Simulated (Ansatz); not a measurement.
# W: the cost of one run

Computed with Ansatz 0.2.0 (DFT PBEsol, scalar-relativistic, plane waves, PAW, unless a step's input says otherwise).

5 further runs of the same task are left out: 2 that didn't finish, 3 set aside as unsound or not needed.

### 1 The starting structure

It takes space group Im-3m (No. 229, cubic). Conventional cell: a = 3.154 Å, b = 3.154 Å, c = 3.154 Å, α = 90.00°, β = 90.00°, γ = 90.00°. W (site symmetry m-3m) has 8 W at 2.73 Å as nearest neighbours.

Structure file:

```
W
1.0
     3.15433    0.00000    0.00000
     0.00000    3.15433    0.00000
     0.00000    0.00000    3.15433
W
2
Direct
  0.00000 0.00000 0.00000
  0.50000 0.50000 0.50000
```

It goes back to an entry of the Materials Project.

The unstrained cell comes from an earlier run at this level (2 atoms, E(σ→0) -20513.1272 eV, gap none (metal)).

### 2 At -1.0 %

input.yaml

```yaml
crystal:
  lattice:
    - [3.1227846955, 0.0, 0.0]
    - [0.0, 3.1622137952, 0.0]
    - [0.0, 0.0, 3.1622137952]
  atoms:
    - { symbol: W, position: [0.0, 0.0, 0.0] }
    - { symbol: W, position: [0.5, 0.5, 0.5] }
basis:
  ecutwfc: 420
kpoints:
  mp_grid: { grid: [16, 16, 16] }
hamiltonian:
  xc: pbesol
scf:
  occupations: { method: gaussian, width: 0.1 }
output:
  forces: true
  stress: true
  eigenvalues: true
relax:
  adjacent_minimum: "off"
  f_tol: 0.008
  max_steps: 40
  cell: { stress_tol: 0.015, fix: [a, angles] }
```

On the command line:

```sh
> ansatz run input.yaml --threads 1 --pin off --max-ram 2560MiB --backend cpu --events-out ev --progress --plain --runs-dir out
```

Q: Estimate wall time and peak memory on 1 thread of Intel Xeon at 2.50GHz (Skylake/Cascade Lake), shared host.

About 82 s, with a peak of 0.51 GiB.
